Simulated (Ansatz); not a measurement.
## HfN/SiC/Hf: conductance against the thickness of the layer

Aim: the conductance of HfN/SiC/Hf junctions as the barrier thickens. The lower electrode is HfN rock salt(111), the upper one Hf hcp(0001); the barrier is SiC wurtzite(0001) (whole bilayers). In the first transport cell, after relaxation, the nearest pair of electrode and barrier is Hf–C at 2.21 Å, along the normal, at the lower face and Hf–Si at 2.88 Å, along the normal, at the upper one. All share a net of side 3.09 Å, which strains the lower electrode by -3.5 %, the upper one by -3.4 % and the barrier by +0.0 %, against typed lattice constants near PBE's. The first steps treat the bulk electrodes alone.

Calculated with Ansatz 0.2.0; PBE DFT, plane waves, PAW files, in the first sound run; inputs show where later runs differ.

Report form: the programs' logs are mostly left out.

### 1. Starting point

Symmetry: R-3m, No. 166, trigonal system. Conventional cell: a = 3.090 Å, b = 3.090 Å, c = 8.040 Å, α = 90.00°, β = 90.00°, γ = 120.00°. Nearest to Hf lie 6 N at 2.23 Å. N has 6 Hf at 2.23 Å nearest. Farther neighbours and most contacts between anions are not listed.

### 2. Layer spacing of the electrode, 6 atoms, electrode HfN rock salt(111)

The electrode is held to the junction's net and relaxed along the normal; its spacing is used for the ideal lead layers.

The input, input.yaml:

```yaml
crystal:
  lattice:
    - [3.09, 0.0, 0.0]
    - [-1.545, 2.6760184977, 0.0]
    - [0.0, 0.0, 8.0402769554]
  atoms:
    - { symbol: Hf, position: [0.0, 0.0, 0.0] }
    - { symbol: "N", position: [0.3333333333, 0.6666666667, 0.1666666667] }
    - { symbol: Hf, position: [0.6666666667, 0.3333333333, 0.3333333333] }
    - { symbol: "N", position: [0.0, 0.0, 0.5] }
    - { symbol: Hf, position: [0.3333333333, 0.6666666667, 0.6666666667] }
    - { symbol: "N", position: [0.6666666667, 0.3333333333, 0.8333333333] }
kpoints:
  mp_grid: { grid: [12, 12, 4] }
scf:
  occupations: { method: fermi_dirac, width: 0.1 }
  max_iter: 150
hamiltonian:
  xc: pbe
relax:
  f_tol: 0.01
  max_steps: 40
  cell: { fix: [a, b, angles] }
```

On the command line:

```bash
$ ansatz run input.yaml --threads 4 --pin off --max-ram 12288MiB --backend cpu --events-out ev --progress --plain --runs-dir out
```

The job ended after 18 s (4 threads of Arm Neoverse V2, shared host; peak memory 0.55 GiB).

This run has no spin polarisation although its electron count is odd.

Step by step:

```csv
step,energy less that of the first step (eV),largest force component (eV/Å),pressure (GPa),volume (Å³)
1,0.0000,0.0000,17.87,66.48
2,-0.0084,0.0000,10.32,68.08
3,-0.0190,0.0000,13.05,67.48
4,-0.0190,0.0000,13.12,67.47
5*,-0.0228,0.0000,13.18,67.47
6,-0.0228,0.0000,13.10,67.48
7*,-0.0229,0.0000,13.10,67.48
```

Relaxation steps marked * repeat the geometry before them on a plane-wave basis chosen anew for their cell, so energy and pressure can jump there.

Forces are held to the 36 operations that the run works with; a distortion that breaks them can't arise in this run.

```csv
"conventional cell, symmetrised",before,after,change
a (Å),3.090,3.090,+0.0 %
b (Å),3.090,3.090,+0.0 %
c (Å),8.040,8.161,+1.5 %
volume (Å³/atom),11.08,11.25,+1.5 %
```

Final coordinates:

```xyz
6
Lattice="3.0900 0.0000 0.0000 -1.5450 2.6760 0.0000 0.0000 0.0000 8.1610" Properties=species:S:1:pos:R:3 pbc="T T T"
Hf    0.0000    0.0000    0.0000
N     0.0000    1.7840    1.3602
Hf    1.5450    0.8920    2.7203
N     0.0000    0.0000    4.0805
Hf    0.0000    1.7840    5.4406
N     1.5450    0.8920    6.8008
```

Numbers from this step:

```
free energy  : -48325.7775 eV
Fermi energy : 24.43 eV
pressure     : 13.10 GPa
```

### 3. The strained electrode, 2 atoms, electrode Hf hcp(0001)

System of this step: Hf. Symmetry: P6_3/mmc, No. 194, hexagonal system. Conventional cell: a = 3.090 Å, b = 3.090 Å, c = 5.172 Å, α = 90.00°, β = 90.00°, γ = 120.00°. Nearest to Hf lie 12 Hf at 3.09 to 3.14 Å.

input.yaml, the sections that differ from step 2:

```yaml
crystal:
  lattice:
    - [3.09, 0.0, 0.0]
    - [-1.545, 2.6760184977, 0.0]
    - [0.0, 0.0, 5.171515625]
  atoms:
    - { symbol: Hf, position: [0.0, 0.0, 0.0] }
    - { symbol: Hf, position: [0.3333333333, 0.6666666667, 0.5] }
kpoints:
  mp_grid: { grid: [12, 12, 6] }
# scf, hamiltonian, relax: as in step 2
```

It took 3.8 s on 4 threads; peak memory 0.4 GiB; 14 s of CPU time.

Step by step:

```csv
step,energy less that of the first step (eV),largest force component (eV/Å),pressure (GPa),volume (Å³)
1,0.0000,0.0000,6.16,42.76
2,-0.0002,0.0000,4.60,43.31
3,-0.0012,0.0000,5.29,43.06
4*,-0.0013,0.0000,5.29,43.06
```

Relaxation steps marked * repeat the geometry before them on a plane-wave basis chosen anew for their cell, so energy and pressure can jump there.

The run keeps the 24 symmetry operations that it works with, so distortions that break them were not tested.

```csv
"conventional cell, symmetrised",before,after,change
a (Å),3.090,3.090,+0.0 %
b (Å),3.090,3.090,+0.0 %
c (Å),5.172,5.208,+0.7 %
volume (Å³/atom),21.38,21.53,+0.7 %
```

The relaxed structure:

```xyz
2
Lattice="3.0900 0.0000 0.0000 -1.5450 2.6760 0.0000 0.0000 0.0000 5.2080" Properties=species:S:1:pos:R:3 pbc="T T T"
Hf    0.0000    0.0000    0.0000
Hf    0.0000    1.7840    2.6040
```

Numbers from this step:

```yaml
free_energy: -31442.6739 eV
fermi_energy: 20.71 eV
pressure: 5.291 GPa
```

The cell grew by 0.7 % in volume.

### 4. Relaxing the interfaces

System of this step: HfN/SiC/Hf. The cell holds 16 atoms: 2 N, 6 Hf, 4 C and 4 Si. Its edges and angles: a = 3.090 Å, b = 3.090 Å, c = 41.476 Å, α = 90.0°, β = 90.0°, γ = 120.0°. Vacuum lies along c.

Tunnelling depends exponentially on distance, so the interfaces are relaxed first. A short slab in vacuum serves: only the barrier and the layers next to it are taken over, and later cells can add or drop layers in the barrier's middle. The dipole correction removes the field that unlike faces would set up across the vacuum.

The input, input.yaml:

```yaml
crystal:
  lattice:
    - [3.09, 0.0, 0.0]
    - [-1.545, 2.6760184977, 0.0]
    - [0.0, 0.0, 41.4760219152]
  atoms:
    - { symbol: "N", position: [0.0, 0.0, 0.192882529] }
    - { symbol: Hf, position: [0.33333333, 0.66666667, 0.2251914655] }
    - { symbol: "N", position: [0.66666667, 0.33333333, 0.257500402] }
    - { symbol: Hf, position: [0.0, 0.0, 0.2898093386] }
    - { symbol: C, position: [0.0, 0.0, 0.3515317479] }
    - { symbol: Si, position: [0.33333333, 0.66666667, 0.3665671821] }
    - { symbol: C, position: [0.33333333, 0.66666667, 0.4126513992] }
    - { symbol: Si, position: [0.0, 0.0, 0.4276868335] }
    - { symbol: C, position: [0.0, 0.0, 0.4737710506] }
    - { symbol: Si, position: [0.33333333, 0.66666667, 0.4888064848] }
    - { symbol: C, position: [0.33333333, 0.66666667, 0.534890702] }
    - { symbol: Si, position: [0.0, 0.0, 0.5499261362] }
    - { symbol: Hf, position: [0.0, 0.0, 0.6200871561] }
    - { symbol: Hf, position: [0.33333333, 0.66666667, 0.6824305944] }
    - { symbol: Hf, position: [0.0, 0.0, 0.7447740327] }
    - { symbol: Hf, position: [0.33333333, 0.66666667, 0.807117471] }
kpoints:
  mp_grid: { grid: [8, 8, 1] }
scf:
  occupations: { method: fermi_dirac, width: 0.1 }
  max_iter: 150
hamiltonian:
  xc: pbe
efield:
  axis: 3
  dipole_correction: true
relax:
  f_tol: 0.04
  max_steps: 60
output:
  forces: true
```

The job ended after 66 s (4 threads; peak memory 1.2 GiB; 4.3 min of CPU time).

The steps of the relaxation:

```csv
step,energy less that of the first step (eV),largest force component (eV/Å)
1,0.0000,5.6631
2,-1.4339,1.8270
3,-1.7898,0.9498
4,-1.8683,0.3217
5,-1.8723,0.2138
6,-1.8745,0.1565
7,-1.8758,0.0258
8,-1.8758,0.0258
```

Forces are held to the 6 operations that the run works with; a distortion that breaks them can't arise in this run.

The atoms that moved most (Å):

```csv
atom,dx,dy,dz,length
N1,0.000,0.000,0.531,0.531
N3,0.000,0.000,0.400,0.400
Hf4,0.000,0.000,0.265,0.265
Hf16,0.000,0.000,-0.185,0.185
Hf14,0.000,0.000,-0.125,0.125
Si6,0.000,0.000,-0.121,0.121
Si8,0.000,0.000,-0.110,0.110
Hf13,0.000,0.000,-0.108,0.108
```

Numbers from this step:

```
free energy  : -98645.8415 eV
Fermi energy : 8.624 eV
```

The largest force component on a free atom ends at 0.026 eV/Å. At one or more of this run's solves the program warned of density in the dipole ramp over its bound, where dipole, forces and levels can be off.

### 5. Transmission over a wide range of energy

This step: PBE DFT, plane waves, PAW files; ballistic transmission by layer matching between semi-infinite leads (Ansatz 0.2.0).

System of this step: HfN/SiC/Hf. The cell holds 34 atoms: 19 Hf, 7 N, 4 C and 4 Si. Cell: a = 3.090 Å, b = 3.090 Å, c = 72.217 Å, α = 90.0°, β = 90.0°, γ = 120.0°. Regions: left electrode, 15 atoms (8 Hf and 7 N); barrier, 8 atoms (4 C and 4 Si); right electrode, 11 atoms (11 Hf). Vacuum lies along c.

The relaxed core is set between ideal electrode layers (this cell holds 8 atomic planes between the electrodes; where that differs from the relaxed slab, whole periods were copied in or cut out without a new relaxation), which the solver continues as semi-infinite leads. A wide energy window on a coarse mesh (12×12) shows where the Fermi level lies against the barrier's bands; the projected density of states shows how far the metals' states reach in.

The input, input.yaml:

```yaml
crystal:
  lattice:
    - [3.09, 0.0, 0.0]
    - [-1.545, 2.6760184977, 0.0]
    - [0.0, 0.0, 72.2172309285]
  atoms:
    - { symbol: Hf, position: [0.33333333, 0.66666667, 0.0969297758] }
    - { symbol: "N", position: [0.66666667, 0.33333333, 0.115764042] }
    - { symbol: Hf, position: [0.0, 0.0, 0.1345983082] }
    - { symbol: "N", position: [0.33333333, 0.66666667, 0.1534325744] }
    - { symbol: Hf, position: [0.66666667, 0.33333333, 0.1722668406] }
    - { symbol: "N", position: [0.0, 0.0, 0.1911011068] }
    - { symbol: Hf, position: [0.33333333, 0.66666667, 0.209935373] }
    - { symbol: "N", position: [0.66666667, 0.33333333, 0.2287696392] }
    - { symbol: Hf, position: [0.0, 0.0, 0.2476039054] }
    - { symbol: "N", position: [0.33333333, 0.66666667, 0.2664381716] }
    - { symbol: Hf, position: [0.66666667, 0.33333333, 0.2852724378] }
    - { symbol: "N", position: [0.0, 0.0, 0.304106704] }
    - { symbol: Hf, position: [0.33333333, 0.66666667, 0.3229409702] }
    - { symbol: "N", position: [0.66666667, 0.33333333, 0.3417752364] }
    - { symbol: Hf, position: [0.0, 0.0, 0.3584553747] }
    - { symbol: C, position: [0.0, 0.0, 0.3890495874] }
    - { symbol: Si, position: [0.33333333, 0.66666667, 0.3971939954] }
    - { symbol: C, position: [0.33333333, 0.66666667, 0.4239172735] }
    - { symbol: Si, position: [0.0, 0.0, 0.4324522984] }
    - { symbol: C, position: [0.0, 0.0, 0.4589940357] }
    - { symbol: Si, position: [0.33333333, 0.66666667, 0.4676241211] }
    - { symbol: C, position: [0.33333333, 0.66666667, 0.4941632459] }
    - { symbol: Si, position: [0.0, 0.0, 0.503126992] }
    - { symbol: Hf, position: [0.0, 0.0, 0.5429729535] }
    - { symbol: Hf, position: [0.33333333, 0.66666667, 0.57855041] }
    - { symbol: Hf, position: [0.0, 0.0, 0.6146081672] }
    - { symbol: Hf, position: [0.33333333, 0.66666667, 0.6506659243] }
    - { symbol: Hf, position: [0.0, 0.0, 0.6867236814] }
    - { symbol: Hf, position: [0.33333333, 0.66666667, 0.7227814386] }
    - { symbol: Hf, position: [0.0, 0.0, 0.7588391957] }
    - { symbol: Hf, position: [0.33333333, 0.66666667, 0.7948969528] }
    - { symbol: Hf, position: [0.0, 0.0, 0.83095471] }
    - { symbol: Hf, position: [0.33333333, 0.66666667, 0.8670124671] }
    - { symbol: Hf, position: [0.0, 0.0, 0.9030702242] }
kpoints:
  mp_grid: { grid: [12, 12, 1] }
scf:
  occupations: { method: fermi_dirac, width: 0.1 }
  max_iter: 150
hamiltonian:
  xc: pbe
output:
  transmission:
    kmesh: [12, 12]
    e_range: [-2, 3]
    de: 0.1
    leads: [[6, 8], [28, 30]]
  dos: { projected: true, e_range: [-6, 5], de: 0.05 }
  write_potential: true
  write_density: true
  volumetric_format: npy
  elf: true
```

The job ended after 6.2 min (4 threads; peak memory 6.3 GiB; 25 min of CPU time).

Numbers from this step:

* free energy: -304960.7836 eV
* Fermi energy: 16.08 eV
* level to which the leads are filled: 0 eV from the Fermi level
* transmission at the Fermi level (a spin, zone mean): 0.002829
* channels of the lower lead: 1.153
* channels of the upper lead: 0.5417
* potential step in the lower lead: 15.6 meV
* potential step in the upper lead: 29.2 meV

One spin. The transmission, zone mean by energy, zero at the Fermi level:

```csv
energy (eV),"transmission, zone mean"
-2.00,0.00471
-1.80,0.0487
-1.70,0.0848
-1.50,0.0490
-1.30,0.141
-1.10,0.0354
-1.00,0.0345
-0.80,0.00974
-0.70,0.0385
-0.60,0.0194
-0.40,0.00534
-0.30,0.00399
-0.10,0.00227
0.00,0.00283
0.10,0.00475
0.20,0.0139
0.40,0.0934
0.60,0.0165
0.70,0.0540
0.80,0.0196
0.90,0.00785
1.10,0.00385
1.30,0.00212
1.40,6.7e-4
1.60,6.0e-4
1.80,6.7e-4
2.00,0.00107
2.10,0.00165
2.30,0.00193
2.50,0.00718
2.70,0.0169
2.80,0.0255
3.00,0.0470
```

One spin. Table of open channels, zone mean by energy, zero at the Fermi level:

```csv
energy (eV),lower lead,upper lead
-2.00,0.396,0.576
-1.90,0.396,0.660
-1.70,0.521,0.410
-1.60,0.646,0.688
-1.50,0.729,0.743
-1.30,0.729,0.868
-1.20,0.736,0.896
-1.10,0.736,1.31
-0.90,0.861,1.19
-0.80,0.944,1.35
-0.60,0.986,0.979
-0.50,0.986,0.521
-0.40,1.15,0.333
-0.20,1.15,0.514
-0.10,1.15,0.514
0.00,1.15,0.542
0.20,1.29,1.12
0.30,1.42,1.31
0.40,1.5,1.17
0.60,1.5,1.34
0.70,1.46,1.53
0.80,1.46,1.24
1.00,1.75,0.979
1.10,1.62,0.979
1.20,1.62,0.729
1.40,1.67,0.806
1.50,1.67,0.910
1.60,1.71,0.743
1.80,1.62,0.826
1.90,1.62,0.965
2.10,1.92,0.951
2.20,1.93,1.12
2.30,1.90,1.16
2.50,2.21,1.03
2.60,2.08,1.08
2.70,2.21,1.03
2.90,2.17,0.993
3.00,2.12,1.16
```

Transmission over k1 and k2. At 0.0000 eV from the Fermi level; zeros and values more than six decades under the largest are shown at that floor.

log10 of the mean of each cell; the least values stand at a floor. Values, 12 rows by 12 columns:
```
-7.5 -7.5 -7.5 -7.5 -7.5 -7.5 -7.5 -7.5 -3.5 -1.5 -1.5 -3.5
-7.5 -7.5 -7.5 -7.5 -7.5 -7.5 -7.5 -7.5 -7.5 -1.5 -7.5 -1.5
-2.9 -7.5 -7.5 -7.5 -7.5 -7.5 -7.5 -7.5 -7.5 -2.9 -1.5 -1.5
-7.5 -7.5 -7.5 -7.5 -3.9 -5.2 -3.9 -7.5 -7.5 -7.5 -7.5 -3.5
-7.5 -7.5 -7.5 -7.5 -5.2 -2.6 -2.6 -5.2 -7.5 -7.5 -7.5 -7.5
-7.5 -7.5 -7.5 -7.5 -3.9 -2.6 -1.8 -2.6 -3.9 -7.5 -7.5 -7.5
-7.5 -7.5 -7.5 -7.5 -7.5 -5.2 -2.6 -2.6 -5.2 -7.5 -7.5 -7.5
-7.5 -3.5 -7.5 -7.5 -7.5 -7.5 -3.9 -5.2 -3.9 -7.5 -7.5 -7.5
-2.9 -1.5 -1.5 -2.9 -7.5 -7.5 -7.5 -7.5 -7.5 -7.5 -7.5 -7.5
-7.5 -1.5 -7.5 -1.5 -7.5 -7.5 -7.5 -7.5 -7.5 -7.5 -7.5 -7.5
-7.5 -3.5 -1.5 -1.5 -3.5 -7.5 -7.5 -7.5 -7.5 -7.5 -7.5 -7.5
-7.5 -7.5 -7.5 -2.9 -7.5 -7.5 -7.5 -7.5 -7.5 -2.9 -7.5 -7.5
```
Columns: k1 (b1) from -0.5 to 0.417; rows upwards: k2 (b2) from -0.5 to 0.417.

Open channels of the lower lead over k1 and k2. At 0.0000 eV from the Fermi level.

Ten even steps from '0' (0.00) to '9' (2.00):
```
555995555555
555595555505
995555559955
599555559955
555555555555
555555555555
555555555555
555995555599
955995555559
550555559555
555555559955
555955555955
```
Columns: k1 (b1) from -0.5 to 0.417; rows upwards: k2 (b2) from -0.5 to 0.417.

Open channels of the upper lead over k1 and k2. At 0.0000 eV from the Fermi level.

Values, 12 rows by 12 columns:
```
0.00 0.00 0.00 0.00 0.00 0.00 0.00 0.00 2.00 2.00 2.00 2.00
0.00 0.00 0.00 0.00 0.00 0.00 0.00 0.00 0.00 2.00 2.00 2.00
2.00 0.00 0.00 0.00 0.00 0.00 0.00 0.00 0.00 2.00 2.00 2.00
0.00 0.00 0.00 0.00 1.00 1.00 1.00 0.00 0.00 0.00 0.00 2.00
0.00 0.00 0.00 0.00 1.00 2.00 2.00 1.00 0.00 0.00 0.00 0.00
0.00 0.00 0.00 0.00 1.00 2.00 2.00 2.00 1.00 0.00 0.00 0.00
0.00 0.00 0.00 0.00 0.00 1.00 2.00 2.00 1.00 0.00 0.00 0.00
0.00 2.00 0.00 0.00 0.00 0.00 1.00 1.00 1.00 0.00 0.00 0.00
2.00 2.00 2.00 2.00 0.00 0.00 0.00 0.00 0.00 0.00 0.00 0.00
0.00 2.00 2.00 2.00 0.00 0.00 0.00 0.00 0.00 0.00 0.00 0.00
0.00 2.00 2.00 2.00 2.00 0.00 0.00 0.00 0.00 0.00 0.00 0.00
0.00 0.00 0.00 2.00 0.00 0.00 0.00 0.00 0.00 2.00 0.00 0.00
```
Columns: k1 (b1) from -0.5 to 0.417; rows upwards: k2 (b2) from -0.5 to 0.417.

Projected DOS an atom over height of the atomic layer and energy from the Fermi level. Layers: Hf N Hf N Hf N Hf N Hf N Hf N Hf N Hf C Si C Si C Si C Si Hf Hf Hf Hf Hf Hf Hf Hf Hf Hf Hf; projections on atoms miss part of the total, and the computed bands can run out at the top of the range; a column is the mean of 3 neighbouring layers, the last of those left over.

Values in states/eV, 22 rows by 12 columns, each cell a mean:
```
0.60 0.49 0.82 0.49 0.71 0.16 0.17 0.31 0.57 0.57 0.60 0.53
0.90 0.60 0.93 0.60 0.80 0.19 0.24 0.41 0.59 0.60 0.55 0.68
0.95 0.49 0.79 0.49 0.70 0.21 0.27 0.45 0.58 0.58 0.62 1.12
0.83 0.56 0.83 0.55 0.67 0.16 0.28 0.39 0.65 0.68 0.72 1.21
0.88 0.49 0.77 0.46 0.54 0.04 0.08 0.27 0.61 0.66 0.68 1.10
0.74 0.33 0.52 0.37 0.54 0.03 0.01 0.29 0.88 0.85 0.97 1.16
0.57 0.33 0.49 0.29 0.49 0.02 0.01 0.27 1.01 0.99 0.99 0.74
0.48 0.28 0.44 0.27 0.40 0.03 0.01 0.43 1.14 1.12 1.05 0.96
0.41 0.25 0.40 0.30 0.49 0.07 0.02 0.56 1.49 1.48 1.46 1.68
0.70 0.25 0.33 0.21 0.54 0.06 0.03 0.85 1.32 1.37 1.24 2.00
0.64 0.24 0.32 0.25 0.40 0.06 0.04 0.37 0.70 0.61 0.72 1.64
0.53 0.19 0.27 0.17 0.37 0.20 0.15 0.67 1.25 1.39 1.35 1.16
0.23 0.10 0.19 0.12 0.32 0.59 0.27 0.80 1.16 1.14 1.18 1.34
0.45 0.13 0.17 0.13 0.37 0.79 0.29 0.47 0.73 0.75 0.68 0.61
0.20 0.10 0.10 0.08 0.17 0.50 0.42 0.55 0.90 0.88 0.88 0.65
0.06 0.06 0.07 0.07 0.13 0.58 0.52 0.59 0.78 0.75 0.79 0.76
0.03 0.07 0.07 0.06 0.07 0.53 0.56 0.56 0.71 0.67 0.71 0.50
0.13 0.26 0.17 0.26 0.10 0.38 0.31 0.37 0.56 0.59 0.55 0.36
0.40 0.53 0.42 0.55 0.25 0.52 0.41 0.44 0.27 0.29 0.26 0.26
0.64 0.70 0.53 0.77 0.38 0.30 0.22 0.28 0.24 0.24 0.23 0.19
1.06 1.48 1.18 1.49 1.04 0.35 0.37 0.30 0.14 0.14 0.14 0.15
0.80 1.33 1.08 1.28 1.04 0.30 0.22 0.17 0.13 0.13 0.14 0.09
```
Columns: height of the atomic layer (Å) from 8.36 to 65.2 (not evenly spaced); rows upwards: energy from the Fermi level (eV) from -6 to 5.

Electrostatic potential energy in the ca plane at fractional y = 0.000, with atoms of Hf and N and C and Si within 0.2 Å of it. With pseudopotentials it is smooth inside the atoms' cores, unlike the true potential.

Values in eV, 5 rows by 16 columns, each cell a mean:
```
 13 -17   6  14   7 -22  -3 -10   2  17 -15 -16  -8  -1  17  -9
  4  13   8   7  13   2  11  15  11  17  12  12  16  11  16  13
 -2  12   4   2  13  12  15  16   7  16  15  17  16   7  15  15
  8   9  10   9  11  -7   7  12  11  17   6   5  12  11  17   8
 14 -28   2  15   5 -22  -6 -19  -4  16 -22 -22 -17  -8  17 -15
```
Columns run along c (16.0 Å, from fractional 0.28 to 0.50 of the cell; values clipped at the 3rd and 97th percentile), rows up along a (3.1 Å). Atoms in or near the plane, at fractional coordinates: N at (0.30, 0.00), Hf at (0.36, 0.00), C at (0.39, 0.00), Si at (0.43, 0.00), C at (0.46, 0.00), Si at (0.50, 0.00).

ELF in the ca plane at fractional y = 0.000, with atoms of Hf and N and C and Si within 0.2 Å of it. It is the smooth field of the valence electrons, not physical close to the nuclei.

Ten even steps from '0' (0.00) to '9' (0.83), each cell a mean:
```
00000000000124678776432138999412223697588422
00000000000123555332223214785223211269984211
00000000000013332122225642221365212224531221
00000000000012321134326874213686224311212442
00000000000012331133226763112576223212311331
00000000000013443222114422452244211137862111
00000000000124566544322127997312212489897311
00000000000124688887532149999511223695178532
```
Columns run along c (16.0 Å, from fractional 0.00 to 0.22 of the cell), rows up along a (3.1 Å). Atoms in or near the plane, at fractional coordinates: Hf at (0.13, 0.00), N at (0.19, 0.00).

Valence density in the ca plane at fractional y = 0.000, with atoms of Hf and N and C and Si within 0.2 Å of it. It is the smooth field of the valence electrons, not physical close to the nuclei.

Ten steps, logarithmic in the rise over the least value, from '0' (0 e/Å³) to '9' (31 e/Å³), each cell a mean:
```
00100122333210001000111258984100000001479852
00111111222210001111100025652000010000246531
01111000111100011110000001210000121000012110
01111000001100011110000000000001232100000000
01111000011100011110000000100001222100001000
01111101122110001111000013431000111000123310
00111112333210001111110147863100000001368741
00000022343210000000111269985100000001489962
```
Columns run along c (16.0 Å, from fractional 0.41 to 0.63 of the cell), rows up along a (3.1 Å). Atoms in or near the plane, at fractional coordinates: Si at (0.43, 0.00), C at (0.46, 0.00), Si at (0.50, 0.00), Hf at (0.54, 0.00), Hf at (0.61, 0.00).

At the Fermi level the transmission is 0.0028, as a zone mean for one spin on this coarse mesh. At the Fermi level the layers of this cell's barrier hold from 0.0076 to 0.13 states an eV and atom. In the worse lead the potential repeats within 29 meV, which the program flags as too much for a lead, so G carries that doubt.

[end of part 1 of 3]

[Logs are printed without paths, hosts, clocks, repeated set-up lines and the standing remarks that a program may print on its own settings, such as how far it seeks lower states.]

[Hosts, paths, dates, database ids (printed as entryN), source tags and the programs' standing remarks are cut or masked in the printed files.]
